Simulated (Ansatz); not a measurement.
Stationary points along a deformation path in Pt

The calculation used DFT PBE, scalar-relativistic, plane waves, PAW (Ansatz). The runs took a 420 eV cutoff, a Γ-centred 24×24×24 mesh and Gaussian smearing (0.15 eV). Spin–orbit coupling is left out, which can shift energies with elements as heavy as these. No spin polarisation. Energies are free energies at this smearing, counted from the undisturbed cell; pressure is positive in compression.

The undisturbed cell (as given, not relaxed at this level; it stands at -1.0 GPa; this bcc form isn't the usual structure):

```yaml
crystal:
  lattice:
    - [-1.58422, 1.58422, 1.58422]
    - [1.58422, -1.58422, 1.58422]
    - [1.58422, 1.58422, -1.58422]
  atoms:
    - { symbol: Pt, position: [0.00000, 0.00000, 0.00000] }
```

At fixed volume and fractional coordinates, lengths along (0.577, 0.577, 0.577) are scaled against those across it; ρ is that ratio over its starting value. V = 15.904 Å³/atom. Δσ is the stress along the axis less the mean stress across it (compression positive).

| ρ | ΔE (meV/atom) | Δσ (GPa) | space group |
| --- | --- | --- | --- |
| 0.500 | 13748.8 | 1053.51 | R-3m |
| 0.600 | 5236.7 | 450.36 | R-3m |
| 0.710 | 1777.3 | 190.83 | R-3m |
| 0.850 | 337.3 | 67.68 | R-3m |
| 0.930 | 59.0 | 26.45 | R-3m |
| 1.000 | 0.0 | 0.00 | Im-3m |
| 1.080 | 45.8 | -16.21 | R-3m |
| 1.200 | 192.3 | -22.71 | R-3m |
| 1.410 | 421.9 | -17.43 | R-3m |
| 1.700 | 538.3 | -3.66 | R-3m |
| 2.000 | 553.3 | 0.00 | Pm-3m |

Problem. How does the stress give the slope of the energy, and where is the energy stationary?

Solution. Along the path d ln(length) is 2/3 d ln ρ on the axis and −1/3 d ln ρ across it, so dE/d ln ρ = −(2/3) V Δσ: the energy falls with ρ where Δσ is positive. Δσ vanishes or changes sign at ρ = 1.000 (Im-3m), a minimum at 0.0 meV/atom; at ρ = 2.000 (Pm-3m, an end of the scan), at 553.3 meV/atom. Pairs of stationary points between two samples would go unseen, and could change a minimum read from distant neighbours into a maximum. At ρ = 1.000, 2.000 the cell is cubic, where symmetry alone makes the stress isotropic and the slope zero.

Problem. Which shear constant sets the curvature at ρ = 1?

Solution. For a cubic crystal E/V = (2/3) C (ln ρ)² with C = C44, so Δσ = −2C ln ρ. The parabola of Δσ against ln ρ through ρ = 0.930, 1 and 1.080 gives C ≈ 145 GPa with the ions clamped, rough because the steps are large. It is the stress–strain coefficient at this cell's pressure of -1.0 GPa, not the zero-pressure constant.

In a metal these slopes depend on the k mesh and the smearing.

Cost: 11 runs of about 2.7 core-minutes in all, on Arm Neoverse V1 (shared hosts).